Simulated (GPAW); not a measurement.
Write an ASE script for GPAW 26.7.0 that does the following.

```
Task                : band structure
Functional          : LDA
Potentials or basis : PAW data sets generated in the run's folder for this functional
Cutoff              : 800 eV
Basis               : pw
k mesh              : 8 × 8 × 8
Occupations         : fermi-dirac, width 0.05 eV
Spin                : collinear spin, ferromagnetic start
Starting moments    : [1.0, 0.0] μB
Maxiter             : 150
Band path           : GXWKGLUWLK,UX
Band points         : 60
```

The structure of NiO lies in NiO.cif:

```cif
data_NiO
_cell_length_a 4.17180328
_cell_length_b 4.17180328
_cell_length_c 4.17180328
_cell_angle_alpha 90.00000000
_cell_angle_beta 90.00000000
_cell_angle_gamma 90.00000000
_space_group_name_H-M_alt 'Fm-3m'
_space_group_name_Hall '-F 4 2 3'
_space_group_IT_number 225
loop_
_space_group_symop_operation_xyz
'x,y,z'
'-x,-y,-z'
'-y,x,z'
'y,-x,-z'
'-x,-y,z'
'x,y,-z'
'y,-x,z'
'-y,x,-z'
'x,-y,-z'
'-x,y,z'
'-y,-x,-z'
'y,x,z'
'-x,y,-z'
'x,-y,z'
'y,x,-z'
'-y,-x,z'
'z,x,y'
'-z,-x,-y'
'z,-y,x'
'-z,y,-x'
'z,-x,-y'
'-z,x,y'
'z,y,-x'
'-z,-y,x'
'-z,x,-y'
'z,-x,y'
'-z,-y,-x'
'z,y,x'
'-z,-x,y'
'z,x,-y'
'-z,y,x'
'z,-y,-x'
'y,z,x'
'-y,-z,-x'
'x,z,-y'
'-x,-z,y'
'-y,z,-x'
'y,-z,x'
'-x,z,y'
'x,-z,-y'
'-y,-z,x'
'y,z,-x'
'-x,-z,-y'
'x,z,y'
'y,-z,-x'
'-y,z,x'
'x,-z,y'
'-x,z,-y'
'x,y+1/2,z+1/2'
'-x,-y+1/2,-z+1/2'
'-y,x+1/2,z+1/2'
'y,-x+1/2,-z+1/2'
'-x,-y+1/2,z+1/2'
'x,y+1/2,-z+1/2'
'y,-x+1/2,z+1/2'
'-y,x+1/2,-z+1/2'
'x,-y+1/2,-z+1/2'
'-x,y+1/2,z+1/2'
'-y,-x+1/2,-z+1/2'
'y,x+1/2,z+1/2'
'-x,y+1/2,-z+1/2'
'x,-y+1/2,z+1/2'
'y,x+1/2,-z+1/2'
'-y,-x+1/2,z+1/2'
'z,x+1/2,y+1/2'
'-z,-x+1/2,-y+1/2'
'z,-y+1/2,x+1/2'
'-z,y+1/2,-x+1/2'
'z,-x+1/2,-y+1/2'
'-z,x+1/2,y+1/2'
'z,y+1/2,-x+1/2'
'-z,-y+1/2,x+1/2'
'-z,x+1/2,-y+1/2'
'z,-x+1/2,y+1/2'
'-z,-y+1/2,-x+1/2'
'z,y+1/2,x+1/2'
'-z,-x+1/2,y+1/2'
'z,x+1/2,-y+1/2'
'-z,y+1/2,x+1/2'
'z,-y+1/2,-x+1/2'
'y,z+1/2,x+1/2'
'-y,-z+1/2,-x+1/2'
'x,z+1/2,-y+1/2'
'-x,-z+1/2,y+1/2'
'-y,z+1/2,-x+1/2'
'y,-z+1/2,x+1/2'
'-x,z+1/2,y+1/2'
'x,-z+1/2,-y+1/2'
'-y,-z+1/2,x+1/2'
'y,z+1/2,-x+1/2'
'-x,-z+1/2,-y+1/2'
'x,z+1/2,y+1/2'
'y,-z+1/2,-x+1/2'
'-y,z+1/2,x+1/2'
'x,-z+1/2,y+1/2'
'-x,z+1/2,-y+1/2'
'x+1/2,y,z+1/2'
'-x+1/2,-y,-z+1/2'
'-y+1/2,x,z+1/2'
'y+1/2,-x,-z+1/2'
'-x+1/2,-y,z+1/2'
'x+1/2,y,-z+1/2'
'y+1/2,-x,z+1/2'
'-y+1/2,x,-z+1/2'
'x+1/2,-y,-z+1/2'
'-x+1/2,y,z+1/2'
'-y+1/2,-x,-z+1/2'
'y+1/2,x,z+1/2'
'-x+1/2,y,-z+1/2'
'x+1/2,-y,z+1/2'
'y+1/2,x,-z+1/2'
'-y+1/2,-x,z+1/2'
'z+1/2,x,y+1/2'
'-z+1/2,-x,-y+1/2'
'z+1/2,-y,x+1/2'
'-z+1/2,y,-x+1/2'
'z+1/2,-x,-y+1/2'
'-z+1/2,x,y+1/2'
'z+1/2,y,-x+1/2'
'-z+1/2,-y,x+1/2'
'-z+1/2,x,-y+1/2'
'z+1/2,-x,y+1/2'
'-z+1/2,-y,-x+1/2'
'z+1/2,y,x+1/2'
'-z+1/2,-x,y+1/2'
'z+1/2,x,-y+1/2'
'-z+1/2,y,x+1/2'
'z+1/2,-y,-x+1/2'
'y+1/2,z,x+1/2'
'-y+1/2,-z,-x+1/2'
'x+1/2,z,-y+1/2'
'-x+1/2,-z,y+1/2'
'-y+1/2,z,-x+1/2'
'y+1/2,-z,x+1/2'
'-x+1/2,z,y+1/2'
'x+1/2,-z,-y+1/2'
'-y+1/2,-z,x+1/2'
'y+1/2,z,-x+1/2'
'-x+1/2,-z,-y+1/2'
'x+1/2,z,y+1/2'
'y+1/2,-z,-x+1/2'
'-y+1/2,z,x+1/2'
'x+1/2,-z,y+1/2'
'-x+1/2,z,-y+1/2'
'x+1/2,y+1/2,z'
'-x+1/2,-y+1/2,-z'
'-y+1/2,x+1/2,z'
'y+1/2,-x+1/2,-z'
'-x+1/2,-y+1/2,z'
'x+1/2,y+1/2,-z'
'y+1/2,-x+1/2,z'
'-y+1/2,x+1/2,-z'
'x+1/2,-y+1/2,-z'
'-x+1/2,y+1/2,z'
'-y+1/2,-x+1/2,-z'
'y+1/2,x+1/2,z'
'-x+1/2,y+1/2,-z'
'x+1/2,-y+1/2,z'
'y+1/2,x+1/2,-z'
'-y+1/2,-x+1/2,z'
'z+1/2,x+1/2,y'
'-z+1/2,-x+1/2,-y'
'z+1/2,-y+1/2,x'
'-z+1/2,y+1/2,-x'
'z+1/2,-x+1/2,-y'
'-z+1/2,x+1/2,y'
'z+1/2,y+1/2,-x'
'-z+1/2,-y+1/2,x'
'-z+1/2,x+1/2,-y'
'z+1/2,-x+1/2,y'
'-z+1/2,-y+1/2,-x'
'z+1/2,y+1/2,x'
'-z+1/2,-x+1/2,y'
'z+1/2,x+1/2,-y'
'-z+1/2,y+1/2,x'
'z+1/2,-y+1/2,-x'
'y+1/2,z+1/2,x'
'-y+1/2,-z+1/2,-x'
'x+1/2,z+1/2,-y'
'-x+1/2,-z+1/2,y'
'-y+1/2,z+1/2,-x'
'y+1/2,-z+1/2,x'
'-x+1/2,z+1/2,y'
'x+1/2,-z+1/2,-y'
'-y+1/2,-z+1/2,x'
'y+1/2,z+1/2,-x'
'-x+1/2,-z+1/2,-y'
'x+1/2,z+1/2,y'
'y+1/2,-z+1/2,-x'
'-y+1/2,z+1/2,x'
'x+1/2,-z+1/2,y'
'-x+1/2,z+1/2,-y'
loop_
_atom_site_label
_atom_site_type_symbol
_atom_site_symmetry_multiplicity
_atom_site_Wyckoff_symbol
_atom_site_fract_x
_atom_site_fract_y
_atom_site_fract_z
_atom_site_occupancy
Ni1 Ni 4 a 0.0000000000 0.0000000000 0.0000000000 1
O1 O 4 b 0.5000000000 0.0000000000 0.0000000000 1
```

The input as run:

run.py

```python
import spglib
from ase import Atoms
from ase.dft.bandgap import bandgap
from ase.io import read, write
from ase.units import GPa
from gpaw import GPAW, PW, setup_paths

setup_paths.insert(0, '.')

atoms = read('NiO.cif')
cell, positions, numbers = spglib.find_primitive(
    (atoms.cell[:], atoms.get_scaled_positions(), atoms.numbers), symprec=1e-4)
atoms = Atoms(numbers, cell=cell, scaled_positions=positions, pbc=True)
atoms.set_initial_magnetic_moments([1.0, 0.0])

calc = GPAW(mode=PW(800),
            xc='LDA',
            kpts={'size': (8, 8, 8), 'gamma': True},
            occupations={'name': 'fermi-dirac', 'width': 0.05},
            nbands=22,
            convergence={'density': 1e-05, 'energy': 1e-05},
            maxiter=150,
            txt='gpaw.txt')
atoms.calc = calc
energy = atoms.get_potential_energy()
forces = atoms.get_forces()
stress = atoms.get_stress()
calc.write('gs.gpw')
write('result.traj', atoms)
print(f'Energy: {energy:.6f} eV')
print('Forces (eV/A):')
print(forces.round(4))
print('Stress (GPa):', (stress / GPa).round(3))
print('Moments:', calc.get_magnetic_moments().round(3))
print('Fermi level:', round(calc.get_fermi_level(), 4), 'eV')
print(f'Gap: {bandgap(calc)[0]:.4f} eV, direct: {bandgap(calc, direct=True)[0]:.4f} eV')

path = atoms.cell.bandpath('GXWKGLUWLK,UX', npoints=60, eps=1e-4)
bs_calc = calc.fixed_density(kpts=path, symmetry='off', nbands=31,
                             convergence={'bands': 'CBM+6.0', 'eigenstates': 1e-6}, txt='bands.txt')
bs = bs_calc.band_structure()
bs.write('bs.json')
print(f'Gap on the path: {bandgap(bs_calc)[0]:.4f} eV')
```

Potentials or basis: PAW data sets generated in the run's folder for this functional, pw.

The run is started by

```bash
$ gpaw-setup -f LDA Ni O
$ OMP_NUM_THREADS=1 python run.py
```

Results of the run:

```
Pressure                : -15.6 GPa
Band gap along the path : none (metal or under the smearing width)
Net moment              : 0.71 μB per cell
Site moments            : Ni +0.60; O +0.08 μB
```

Caveat: the stock nickel data set gives pressures a few GPa off other programs; so large a pressure means that the cell lies far from this level's equilibrium, or that cutoff or potentials fall short; a cell with one magnetic atom can't hold antiferromagnetic order, which such compounds often take; semilocal functionals often make such compounds metallic where correlation or magnetic order opens a gap, which also shifts bond lengths.

Wall time 37 s on 1 thread of AMD EPYC 7B13 (Zen 3), with other jobs on the host, peak memory 0.26 GiB.
